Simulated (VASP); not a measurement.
Input of a VASP 6.6.1 run:

File INCAR:

```
PREC = Accurate
ENCUT = 520
EDIFF = 1E-7
ISMEAR = 0
SIGMA = 0.05
LREAL = F
LASPH = T
NELM = 100
ALGO = Normal
ISIF = 2
LWAVE = F
LCHARG = F
GGA = PS
NBANDS = 11
```

The input KPOINTS:

```
Automatic mesh
0
Gamma
  14 14 14
```

The input POSCAR:

```
Si
1.0
    0.0000000000      2.7135600000      2.7135600000
    2.7135600000      0.0000000000      2.7135600000
    2.7135600000      2.7135600000      0.0000000000
Si
2
Direct
    0.7500000000      0.7500000000      0.7500000000
    0.5000000000      0.5000000000      0.5000000000
```

Potentials or basis: VASP PAW PBE potentials, release 64 (Si).

Command:

```sh
$ cat potpaw_PBE.64/Si/POTCAR > POTCAR
$ mpirun -np 1 vasp_std > vasp.out
```

Q: What does it give for the band gap on the k mesh?

A: 0.45 eV, indirect (least direct gap 2.52 eV).

Q: Predict the pressure.

A: 0.4 GPa.

Caveat: the PAW data sets were made with another functional, which shifts forces and pressure a little. A k mesh can miss the band edges.
